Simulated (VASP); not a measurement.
The system is AlP.

```
Al P
1.0
     0.00000    2.75340    2.75340
     2.75340    0.00000    2.75340
     2.75340    2.75340    0.00000
Al P
1 1
Cartesian
  0.0000 0.0000 0.0000
  1.3767 1.3767 1.3767
```

```yaml
Program: VASP 6.6.1
Task: relaxation of cell and atoms
Functional: PBE
Dispersion: D3(BJ)
Potentials_or_basis: VASP PAW PBE potentials, release 64 (Al, P)
Cutoff: 600 eV
k_mesh: 8 × 8 × 8
Occupations: gaussian, width 0.02 eV
Spin: no spin polarisation
```

At the start: pressure -2.6 GPa; volume 20.87 Å³/atom.

Q: How do energy, volume and symmetry change on relaxing?

A: Over 3 steps the energy falls by 5.2 meV/atom and the volume is 20.24 Å³/atom (-3.0 %); space group F-43m (No. 216, to 0.05 Å).

The path:
```
step  energy change (eV)  largest force (eV/Å)  pressure (GPa)  volume (Å³)
   1              0.0000                0.0000           -2.58        41.75
   2             -0.0068                0.0000            1.67        39.75
   3             -0.0105                0.0000            0.00        40.48
```

Final structure:
```
Al P
1.0
     0.00000    2.72521    2.72521
     2.72521    0.00000    2.72521
     2.72521    2.72521    0.00000
Al P
1 1
Cartesian
  0.0000 0.0000 0.0000
  1.3626 1.3626 1.3626
```
